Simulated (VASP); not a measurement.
Set up this calculation in VASP 6.6.1, as the native input.

- Task: relaxation of cell and atoms
- Functional: PBEsol
- Potentials or basis: VASP PAW PBE potentials, release 64 (Hf_pv)
- Cutoff: 520 eV
- k mesh: 6 × 6 × 8
- Occupations: gaussian, width 0.1 eV
- Spin: no spin polarisation
- Target pressure: 100 GPa
- Further INCAR settings: ALGO = Fast; EDIFF = 1e-07; IBRION = 2; EDIFFG = -0.002; NSW = 80; ISIF = 3
- Target pressure: 100 GPa

The structure of Hf lies in POSCAR:

```
Hf                                      
1.0
    4.2877962851     -0.0000000000      0.0000000000
   -2.1438981426      3.7133405336     -0.0000000000
   -0.0000000000     -0.0000000000      2.6524882070
  Hf            
     3
Direct
     0.6666666699999979    0.3333333300000021    0.5000000000000000
     0.3333333300000021    0.6666666699999979    0.5000000000000000
     0.0000000000000000    0.0000000000000000    0.0000000000000000
```

This isn't the form of Hf at room conditions, which is hcp.

One way to write it, as run:

INCAR

```
PREC     = Accurate       # precision mode
ENCUT    = 520            # plane-wave cutoff, eV
EDIFF    = 1E-7           # SCF threshold, eV
ISMEAR   = 0              # smearing method
SIGMA    = 0.1            # smearing width, eV
LREAL    = False          # projectors in reciprocal space
LASPH    = True           # aspherical terms in the spheres
NELM     = 80             # most SCF steps
ALGO     = Fast           # electronic algorithm
ISIF     = 3              # what is computed and relaxed
LWAVE    = False          # write WAVECAR
LCHARG   = False          # write CHGCAR
GGA      = PS             # functional
IBRION   = 2              # ionic algorithm
NSW      = 80             # ionic steps
EDIFFG   = -0.002         # ionic threshold
PSTRESS  = 1000         
KPAR     = 4
```

KPOINTS

```
Automatic mesh
0
Gamma
  6 6 8
```

Potentials or basis: VASP PAW PBE potentials, release 64 (Hf_pv).

The run is started by

```console
$ cat potpaw_PBE.64/Hf_pv/POTCAR > POTCAR
$ mpirun -np 4 vasp_std > vasp.out
```

Results of the run:

* Pressure after relaxing: 100.0 GPa
* Band gap on the k mesh: none (metal or under the smearing width)

Caveat: the relaxation stopped at its first step, so nothing moved; the cell is relaxed towards a set pressure, so the enthalpy falls and the energy may rise; the PAW data sets were made with another functional, which shifts forces and pressure a little.

Run time: 5.6 s on 4 MPI ranks on AMD EPYC 9R45 96-Core Processor (Zen 5), with other jobs on the host, peak memory 0.13 GiB a rank.
